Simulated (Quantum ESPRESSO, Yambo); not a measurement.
# KI (Fm-3m): G0W0 with Yambo, start to end, part 2 of 2

How does a plane-wave GW calculation on KI (Fm-3m) run from the first input to the gap?

Quantum ESPRESSO 7.5 and Yambo 5.3.0; PBE and many-body steps on it, plane waves. Known limits of the many-body steps: not at the basis limit; no spin-orbit coupling.

So far. Step 2 (Ground state): The gap is direct, at Γ. Step 3 (Bands along the symmetry lines): The gap is 3.968 eV, as in the run before at this level.

## 4. Empty states on the mesh, 4×4×4 mesh, 296 bands

Level of this step: DFT, PBE, plane waves, norm-conserving pseudopotentials (Quantum ESPRESSO).

The sums over transitions need many empty states on a uniform mesh; this step solves for them.

The input, pw.in:

```
&control
  calculation = 'nscf'
  prefix = 'x'
  outdir = 'o'
  pseudo_dir = 'pseudo'
/
&system
  ibrav = 0
  nat = 2
  ntyp = 2
  ecutwfc = 76.0
  nbnd = 296
  force_symmorphic = .true.
/
&electrons
  conv_thr = 1e-9
  electron_maxstep = 80
  diago_full_acc = .true.
  diago_thr_init = 5e-6
/
ATOMIC_SPECIES
  K 39.098 K.upf
  I 126.9 I.upf
CELL_PARAMETERS angstrom
  0.0000000000 3.5327750000 3.5327750000
  3.5327750000 0.0000000000 3.5327750000
  3.5327750000 3.5327750000 -0.0000000000
ATOMIC_POSITIONS crystal
  K 0.0000000000 0.0000000000 0.0000000000
  I 0.5000000000 0.5000000000 0.5000000000
K_POINTS automatic
  4 4 4 0 0 0
```

On the command line:

```console
OMP_NUM_THREADS=1 mpirun -n 4 pw.x -nk 4 -in pw.in > pw.out
```

Log:

```text
[banner, memory and clock lines left out]
Program PWSCF v.7.5 starts

     Atomic positions and unit cell read from directory:
     o/x.save/

     Message from routine setup:
     using ibrav=0 with symmetry is DISCOURAGED, use correct ibrav instead

     G-vector sticks info

     bravais-lattice index     =            0
     lattice parameter (alat)  =       9.4413  a.u.
     unit-cell volume          =     595.0789 (a.u.)^3
     number of atoms/cell      =            2
     number of atomic types    =            2
     number of electrons       =        34.00
     number of Kohn-Sham states=          296
     kinetic-energy cutoff     =      76.0000  Ry
     charge density cutoff     =     304.0000  Ry
     Exchange-correlation= PBE
                           (   1   4   3   4   0   0   0)

     celldm(1)=   9.441258  celldm(2)=   0.000000  celldm(3)=   0.000000
     celldm(4)=   0.000000  celldm(5)=   0.000000  celldm(6)=   0.000000

     crystal axes: (cart. coord. in units of alat)
               a(1) = (   0.000000   0.707107   0.707107 )
               a(2) = (   0.707107   0.000000   0.707107 )
               a(3) = (   0.707107   0.707107  -0.000000 )

     reciprocal axes: (cart. coord. in units 2 pi/alat)
               b(1) = ( -0.707107  0.707107  0.707107 )
               b(2) = (  0.707107 -0.707107  0.707107 )
               b(3) = (  0.707107  0.707107 -0.707107 )
     Pseudo is Norm-conserving + core correction, Zval =  9.0
     Generated using ONCVPSP code by D. R. Hamann
     Using radial grid of 2222 points,  6 beta functions with:
     Pseudo is Norm-conserving + core correction, Zval = 25.0
     Generated using ONCVPSP code by D. R. Hamann
     Using radial grid of 1188 points,  8 beta functions with:
     K                 9.00    39.09800     K ( 1.00)
     I                25.00   126.90000     I ( 1.00)

     48 Sym. Ops., with inversion, found

   Cartesian axes

     site n.     atom                  positions (alat units)
         1        K      tau(   1) = (   0.0000000   0.0000000   0.0000000  )
         2        I      tau(   2) = (   0.7071068   0.7071068   0.7071068  )

     number of k points=     8
                       cart. coord. in units 2pi/alat
        k(    1) = (   0.0000000   0.0000000   0.0000000), wk =   0.0312500
        k(    2) = (   0.1767767   0.1767767  -0.1767767), wk =   0.2500000
        k(    3) = (  -0.3535534  -0.3535534   0.3535534), wk =   0.1250000
[...]
k(    7) = (  -0.7071068   0.0000000   0.0000000), wk =   0.0937500
        k(    8) = (  -0.7071068   0.3535534   0.0000000), wk =   0.1875000

     Dense  grid:    53377 G-vectors     FFT dimensions: (  54,  54,  54)

     The potential is recalculated from file :
     o/x.save/charge-density

     Starting wfcs are   18 randomized atomic wfcs +  278 random wfcs

     Band Structure Calculation

     End of band structure calculation

          k = 0.0000 0.0000 0.0000 (  6615 PWs)   bands (ev):

  -170.5835-117.4416-117.4416-117.4416 -39.8304 -39.8304 -39.8214 -39.8214
   -39.8214 -25.6599  -9.1471  -9.1471  -9.1471  -7.6826   2.8347   2.8347
     2.8347   6.8023   9.3581   9.3581   9.3581  10.0787  10.0787  12.6277
    15.5384  15.5384  15.5384  15.8454  15.8454  15.8454  17.8809  17.8809
[...]
[... 25 further rows ...]
[...]
k = 0.1768 0.1768-0.1768 (  6639 PWs)   bands (ev):

  -170.5835-117.4417-117.4416-117.4416 -39.8368 -39.8368 -39.8294 -39.8257
[...]
[... 25 further rows ...]
[...]
k =-0.3536-0.3536 0.3536 (  6658 PWs)   bands (ev):

  -170.5835-117.4418-117.4417-117.4417 -39.8399 -39.8399 -39.8382 -39.8285
[...]
[... 25 further rows ...]
   116.8898 117.3956 117.5478 117.5478 117.7677 117.7722 117.7722 118.2188
   118.2188 118.5394 119.7258 119.7258 120.0738 121.6470 122.8641 122.8641

          k = 0.3536 0.0000 0.0000 (  6643 PWs)   bands (ev):

     [... further k-points ...]

     highest occupied, lowest unoccupied level (ev):     2.8347    6.8023

     XML data file, pseudopotentials, collected wavefunctions
```

Elapsed: 44 s, on 4 MPI ranks of Intel Xeon 6975P-C (Granite Rapids), shared host; peak memory 0.94 GiB; 2.9 min of CPU time.

This step gave:

* gap: 3.968 eV
* k of the valence top: 0, 0, 0
* k of the conduction bottom: 0, 0, 0
* least direct gap: 3.968 eV
* k points computed: 8
* lowest point of the top converged band, above the valence top: 117.5029 eV

On this mesh the gap is 3.968 eV.

## 5. Conversion and set-up

This step: Yambo 5.3.0; conversion and set-up on PBE, plane waves, norm-conserving pseudopotentials.

The states are converted to the many-body program's format and the q mesh is built.

On the command line:

```console
(cd o/x.save; p2y > p2y.log; mv SAVE ../..); yambo > setup.log
```

Log:

```text
 Yambo, version 5.3.0

 [02] CORE Variables Setup
 =========================

  [02.01] Unit cells
  ==================

  Cell kind             :  FCC
  Atoms in the cell     :  K  I
  number of K  atoms    :  1
  number of I  atoms    :  1

  List of atomic masses
  Mass of K     :  39.09800
  Mass of I     :  126.9000

  List of atomic coordinates    : [cc]
  K1       :  0.000000  0.000000  0.000000  order 1
  I1       :  6.675977  6.675977  6.675977  order 2

  Alat factors          :  6.675977  6.675977  6.675977 [a.u.]
  Direct lattice volume :  595.0789 [a.u.]
  Direct lattice vectors:  A[ 1 ]  A[ 2 ]  A[ 3 ]
   A[ 1 ]:  0.000000  1.000000  1.000000  [iru]
   0.000000  6.675977  6.675977  [cc]
   A[ 2 ]:  1.000000  0.000000  1.000000  [iru]
   6.675977  0.000000  6.675977  [cc]
   A[ 3 ]:  1.000000  1.000000 -0.000000  [iru]
   6.675977  6.675977 -0.000000  [cc]

  Recip. lattice volume :  0.416836 [a.u.]
  Recip. lattice vectors:  B[ 1 ]  B[ 2 ]  B[ 3 ]
   B[ 1 ]: -0.500000  0.500000  0.500000  [iku]
  -0.470582  0.470582  0.470582  [cc]
   B[ 2 ]:  0.500000 -0.500000  0.500000  [iku]
   0.470582 -0.470582  0.470582  [cc]
   B[ 3 ]:  0.500000  0.500000 -0.500000  [iku]
   0.470582  0.470582 -0.470582  [cc]

  [02.02] Symmetries
  ==================

  Inversion symmetry    : yes
  Spatial inversion     : yes
  Inversion index       :  25
  K-space Time-reversal : no
  Magnetic symmetries   : no
  Group table correct   : yes
  Symmetries units      :  [cc]

   [S  1]:   1.0000      0.66965E-17  0.66965E-17  0.66965E-17   1.0000     -0.66965E-17 -0.66965E-17 -0.66965E-17   1.0000
   [S  2]:  -1.0000     -0.66965E-17  0.66965E-17 -0.66965E-17  -1.0000     -0.66965E-17  0.66965E-17  0.66965E-17   1.0000
   [S  3]:  -1.0000      0.66965E-17 -0.66965E-17 -0.66965E-17   1.0000      0.66965E-17  0.66965E-17 -0.66965E-17  -1.0000
[...]
[... 36 further rows ...]
   [S 47]:  0.66965E-17   1.0000     -0.66965E-17 -0.66965E-17  0.66965E-17  -1.0000       1.0000     -0.66965E-17  0.66965E-17
   [S 48]:  0.66965E-17  -1.0000      0.66965E-17 -0.66965E-17 -0.66965E-17   1.0000       1.0000      0.66965E-17 -0.66965E-17

  [02.03] Reciprocal space
  ========================

  nG shells         :   461
  nG charge         :   53377
  nG WFs            :   7773
  nC WFs            :   6710
  G-vecs. in first 46 shells:  [ Number ]
     1    9   15   27   51   59   65   89  113
    137   169   181   229   259   283   307   331   339
    387   411   459   531   537   561   609   645   701
[...]
1639
  ...
  Shell energy in first 46 shells:  [ mHa ]
[...]
8414.99      8857.89      9190.06      9300.78      9743.67      10075.8      10629.5      10961.6      11072.4
    11515.3      11847.4      11958.1      12733.2      12843.9      13286.8      13619.0      14172.6      14504.8
    14615.5
  ...

[...]
K/Q-points units:
  rlu = crystal or reduced units; cc = cartesian coordinates; iku = interal k-units

  K [1]          [rlu]:  0.000000  0.000000  0.000000
         WF components:   6615
  K [2]          [rlu]: -0.66843E-18 -0.66843E-18  0.25000
         WF components:   6639
  K [3]          [rlu]:  0.13369E-17  0.13369E-17 -0.50000
         WF components:   6658
  K [4]          [rlu]:  0.20426E-17  0.25000      0.25000
         WF components:   6643
  K [5]          [rlu]:  0.20221E-16  0.25000     -0.50000
         WF components:   6674
  [... 2 further k-points ...]
  K [8]          [rlu]:  0.250000 -0.500000 -0.250000
         WF components:   6652

  [02.05] Energies & Occupations
  ==============================

  [X] === General ===
  [X] Electronic Temperature                        :  0.000000  0.000000 [eV K]
  [X] Bosonic    Temperature                        :  0.000000  0.000000 [eV K]
  [X] Finite Temperature mode                       : no
  [X] El. density                                   :  0.38557E+24 [cm-3]
  [X] Fermi Level                                   :  2.834744 [eV]

  [X] === Gaps and Widths ===
  [X] Conduction Band Min                           :  3.967596 [eV]
  [X] Valence Band Max                              :  0.000000 [eV]
  [X] Filled Bands                                  :  17
  [X] Empty Bands                                   :   18  296
  [X] Direct Gap                                    :  3.967596 [eV]
  [X] Direct Gap localized at k                     :  1
  [X] Indirect Gap                                  :  3.967596 [eV]
  [X] Indirect Gap between kpts                     :  1  1
  [X] Last valence band width                       :  0.596216 [eV]
  [X] 1st conduction band width                     :  2.515619 [eV]

  E @ K [1]:  [eV]
  -173.4182 -120.2763 -120.2763 -120.2763  -42.6651  -42.6651  -42.6562  -42.6562
   -42.656      -28.495      -11.982      -11.982      -11.982      -10.517     -0.64586E-10 -0.17796E-10
   0.000000  3.967596  6.523315  6.523315  6.523315  7.243998  7.243998  9.792981
[...]
occ @ K [1]
[...]
E @ K [2]:  [eV]
[...]
occ @ K [2]
[...]
E @ K [3]:  [eV]
[...]
occ @ K [3]
[...]
E @ K [4]:  [eV]
[...]
occ @ K [4]
[...]
E @ K [5]:  [eV]
[...]
occ @ K [5]
[...]
[... 2 further k-points ...]
  E @ K [8]:  [eV]
[...]
occ @ K [8]
[...]
0.000000  0.000000  0.000000  0.000000  0.000000  0.000000  0.000000  0.000000
   0.000000  0.000000  0.000000  0.000000  0.000000  0.000000  0.000000  0.000000

 [03] Transferred momenta grid and indexing
 ==========================================

 IBZ Q-points                                      :   8
 BZ  Q-points                                      :   64

 K/Q-points units:
 rlu = crystal or reduced units; cc = cartesian coordinates; iku = interal k-units

 Q [1]          [rlu]:  0.000000  0.000000  0.000000
 Q [2]          [rlu]: -0.66843E-18 -0.66843E-18  0.25000
 Q [3]          [rlu]:  0.13369E-17  0.13369E-17 -0.50000
[...]
Q [7]          [rlu]: -0.40852E-17 -0.50000     -0.50000
 Q [8]          [rlu]:  0.250000 -0.500000 -0.250000

  [03.01] X indexes
  =================

   [03.01.01] Sigma indexes
   ========================

 [06] Game Over & Game summary
```

Wall time 4.3 s (1 MPI rank); peak memory 0.26 GiB.

## 6. Screening and self-energy, 4×4×4 mesh, 296 bands, screening to 210.9 eV

G0W0 replaces the xc potential by the self-energy, built once from these orbitals. Only a window of levels is corrected, while the sums run over the empty bands that the input names.

This step: G0W0 on PBE, plane waves, norm-conserving pseudopotentials.

The input, gw1.in:

```
HF_and_locXC
gw0
dyson
ppa
em1d
rim_cut
RandQpts= 1000000
RandGvec= 1 RL
EXXRLvcs= 76 Ry
VXCRLvcs= 304 Ry
Chimod= "HARTREE"
% BndsRnXp
 1 | 296 |
%
NGsBlkXp= 15.5 Ry
% LongDrXp
 1 | 1 | 1 |
%
% GbndRnge
 1 | 296 |
%
DysSolver= "n"
ExtendOut
PPAPntXp= 27.21138 eV
% QPkrange
 1 | 1 | 16 | 19 |
%
```

On the command line:

```console
OMP_NUM_THREADS=1 mpirun -n 4 yambo -F gw1.in -J gw1 -C gw1 > gw1.log
```

Log:

```text
 Yambo, version 5.3.0

 [02] CORE Variables Setup
 =========================

  [... cell, symmetries and grids as in the set-up ...]

  [02.05] Energies & Occupations
  ==============================

  [X] === General ===
  [X] Electronic Temperature                        :  0.000000  0.000000 [eV K]
  [X] Bosonic    Temperature                        :  0.000000  0.000000 [eV K]
  [X] Finite Temperature mode                       : no
  [X] El. density                                   :  0.38557E+24 [cm-3]
  [X] Fermi Level                                   :  2.834744 [eV]

  [X] === Gaps and Widths ===
  [X] Conduction Band Min                           :  3.967596 [eV]
  [X] Valence Band Max                              :  0.000000 [eV]
  [X] Filled Bands                                  :  17
  [X] Empty Bands                                   :   18  296
  [X] Direct Gap                                    :  3.967596 [eV]
  [X] Direct Gap localized at k                     :  1
  [X] Indirect Gap                                  :  3.967596 [eV]
  [X] Indirect Gap between kpts                     :  1  1
  [X] Last valence band width                       :  0.596216 [eV]
  [X] 1st conduction band width                     :  2.515619 [eV]

 [03] Transferred momenta grid and indexing
 ==========================================

 IBZ Q-points                                      :   8
 BZ  Q-points                                      :   64

 K/Q-points units:
 rlu = crystal or reduced units; cc = cartesian coordinates; iku = interal k-units

 Q [1]          [rlu]:  0.000000  0.000000  0.000000
 Q [2]          [rlu]: -0.66843E-18 -0.66843E-18  0.25000
 Q [3]          [rlu]:  0.13369E-17  0.13369E-17 -0.50000
 Q [4]          [rlu]:  0.20426E-17  0.25000      0.25000
 Q [5]          [rlu]:  0.31425E-16  0.25000      0.50000
 Q [6]          [rlu]:  0.13369E-17  0.25000     -0.25000
 Q [7]          [rlu]: -0.40852E-17 -0.50000     -0.50000
 Q [8]          [rlu]:  0.250000 -0.500000 -0.250000

 [04] Coloumb potential Random Integration (RIM)
 ===============================================

  [04.01] RIM initialization
  ==========================

  * Diagonal components only detected *

  8 x (sBL volume)        :  0.052104 [a.u.]
  sBZ random points       :  1000000
  Points outside the sBZ  :   7968281
  RL volume               :  0.416836 [a.u.]
  Integrated volume       :  0.418495 [a.u.]

  [04.02] RIM integrals
  =====================

  Gamma point sphere radius             :  0.067750 [a.u.]
  Points outside the sphere             :   800476
  [Int_sBZ(q=0) 1/q^2]*(Vol_sBZ)^(-1/3) =:  7.776341
                                 should be <:  7.795600

  Summary of Coulomb integrals for non-metallic bands |Q|[au] RIM/Bare

  Q [1] 0.100000E-4 0.997530 * Q [2] 0.203768 1.068480
  Q [4] 0.235291 1.066792 * Q [6] 0.332752 1.029814
  Q [5] 0.390186 1.022655 * Q [3] 0.407536 1.020683
  Q [7] 0.470582 1.017590 * Q [8] 0.526126 1.014612

 [05] Dipoles
 ============

  [05.01] Setup: observables and procedures
  =========================================

 [06] Dynamic Dielectric Matrix (PPA)
 ====================================

 [WR./gw1//ndb.pp]---------------------------------------------------------------
  Brillouin Zone Q/K grids (IBZ/BZ)                :    8   64    8   64
  RL vectors                                       :   7799 [WF]
  Coulomb cutoff potential                         : none
  Electronic Temperature                           :  0.000000 [K]
  Bosonic    Temperature                           :  0.000000 [K]
  PPA    diel. fun.  energies                      : Perdew, Burke & Ernzerhof(X)+Perdew, Burke & Ernzerhof(C)
  wavefunctions                                    : Perdew, Burke & Ernzerhof(X)+Perdew, Burke & Ernzerhof(C)
  Global Gauge                                     : length
  X matrix size                                    :   701
  X band range                                     :    1  296
  X e/h energy range                               : -1.000000 -1.000000 [eV]
  X Time ordering                                  : R
  X Hxc Kernel                                     : HARTREE
  X Drude frequency                                :  0.000000  0.000000
  X poles                                          :  100.0000 [o/o]
  RL vectors in the sum                            :   7799
  [r,Vnl] included                                 : yes
  Field direction                                  :  0.577350E-5  0.577350E-5  0.577350E-5
  BZ energy Double Grid                            : no
  BZ energy DbGd points                            : 0
  BZ Q point size factor                           : -1.000000
  X Optical Averaged directions                    : none

 [07] Local Exchange-Correlation + Non-Local Fock
 ================================================

 [VXC] Plane waves :   53377
 [EXS] Plane waves :   6735

 QP @ state[ 1 ] K range:  1  1
 QP @ state[ 1 ] b range:  16  19

 [xc] Functional : Perdew, Burke & Ernzerhof(X)+Perdew, Burke & Ernzerhof(C)
 [xc] LIBXC used to calculate xc functional
  PP Number of Atomic Species                      :  2
  NLCC RL compoments                               :   53377
  PP Number of Atomic Species                      :  2
  NLCC RL compoments                               :   53377

 [xc] E_xc :  -26.22148 [Ha]
      E_xc :  -52.44295 [Ry]

  Local XC kind (lXC) : Perdew, Burke & Ernzerhof(X)+Perdew, Burke & Ernzerhof(C)
  Non-Local XC kind (nlXC) : Hartree-Fock

  Corrections @ K [1] :  [eV]
 <16|nlXC|16> = -16.25157 -0.10028E-17 <16|lXC|16> = -13.18414  0.000000
 <17|nlXC|17> = -16.25153 -0.64160E-17 <17|lXC|17> = -13.18414  0.000000
 <18|nlXC|18> = -3.749256  0.32315E-17 <18|lXC|18> = -7.190462 -0.94408E-16
 <19|nlXC|19> = -3.670870 -0.42845E-18 <19|lXC|19> = -7.985011  0.000000

 [08] Dyson equation: Newton solver
 ==================================

  [08.01] G0W0 (W PPA)
  ====================

  [  GW  ] Bands range     :    1  296
  [GW/PPA] G damping       :  0.100000 [eV]

  QP @ state[ 1 ] K range:  1  1
  QP @ state[ 1 ] b range:  16  19

   Sc/G bands                                       :    1  296
   Sc/G damping                                     :  0.100000 ev
   Sc bands terminator                              : no
   Sx RL components                                 :   6735

   QP @ state[ 1 ] K range                          :  1  1
   QP @ state[ 1 ] b range                          :  16  19
   GF energies kind                                 : Perdew, Burke & Ernzerhof(X)+Perdew, Burke & Ernzerhof(C)
   GF WF`s kind                                     : Perdew, Burke & Ernzerhof(X)+Perdew, Burke & Ernzerhof(C)
   Xs energies kind                                 : Perdew, Burke & Ernzerhof(X)+Perdew, Burke & Ernzerhof(C)
   Xs WF`s kind                                     : Perdew, Burke & Ernzerhof(X)+Perdew, Burke & Ernzerhof(C)

 [11] Game Over & Game summary
```

Run time: 17 min. Hardware: 4 MPI ranks; peak memory 2.6 GiB; 68 min of CPU time.

This step gave:

* G0W0 gap on the points computed: 6.137 eV
* starting gap on the mesh: 3.968 eV
* k of the valence top: 0, 0, 0
* k of the conduction bottom: 0, 0, 0
* least direct G0W0 gap on the computed points: 6.137 eV
* Z at the valence top: 0.8251
* Z at the conduction bottom: 0.8626

The gap on the mesh goes from 3.97 eV to 6.14 eV, a correction of +2.17 eV.

Limits: finite bands, cutoff and mesh; no spin-orbit coupling. v1 is the top filled band, c1 the lowest empty one. Levels before and after the correction, in eV, zero at the valence-band top of each column:

|  | conduction bottom | valence top |
| --- | --- | --- |
| Kohn-Sham | 3.97 | 0.00 |
| G0W0 | 6.14 | 0.00 |

|  | level | energy (eV) |
| --- | --- | --- |
| Kohn-Sham | Γ v2-v1 | 0.000 |
| Kohn-Sham | Γ c1 | 3.968 |
| Kohn-Sham | Γ c2 | 6.523 |
| G0W0 | Γ v2-v1 | 0.000 |
| G0W0 | Γ c1 | 6.137 |
| G0W0 | Γ c2 | 9.297 |

## 7. Where the time went

Times are wall times on the hardware named with each run, good to a factor of about two.

| step | time | share | memory (GiB) |
| --- | --- | --- | --- |
| ground state | 11 s | 1 % | 0.39 |
| bands along the symmetry lines | 12 s | 1 % | 0.33 |
| empty states on the mesh | 44 s | 4 % | 0.94 |
| conversion and set-up | 4.3 s | 0 % | 0.26 |
| screening and self-energy | 17 min | 94 % | 2.6 |

## 8. Results

```
PBE gap              : 3.97 eV, direct
G0W0 gap on the mesh : 6.14 eV
GW settings          : 4×4×4 mesh, 296 bands, screening to 210.9 eV, Godby-Needs plasmon pole
known limits         : not at the basis limit; no spin-orbit coupling
```

**Reading.** G0W0 moves the gap on the mesh from 3.97 eV to 6.14 eV (+2.17 eV), with Z of 0.83 and 0.86 at the edges. Only 1 of the mesh's irreducible points was corrected, so a valley elsewhere could overtake. The dearest step here is «screening and self-energy». Bands and cutoff are finite, so the gap is not at the basis limit. The miss can reach some tenths of an eV and take either sign; the mesh is an error of its own. In the G0W0 run levels were corrected at 1 k point alone, so a gap called «on the mesh» is the least over those, and an edge elsewhere would be missed. The many-body steps are scalar-relativistic: spin-orbit coupling is not in them.

[Paths, hosts, dates, memory and timing lines, banners, echoed tables and standing remarks are left out of the program output.]

[Logs are printed without paths, hosts, clocks, repeated set-up lines and the standing remarks that a program may print on its own settings, such as how far it seeks lower states.]

[Runs of the session that timed out or met a known fault of the program may be left out.]

[Hosts, paths, dates, database ids (printed as entryN), source tags and the programs' standing remarks are cut or masked in the printed files.]
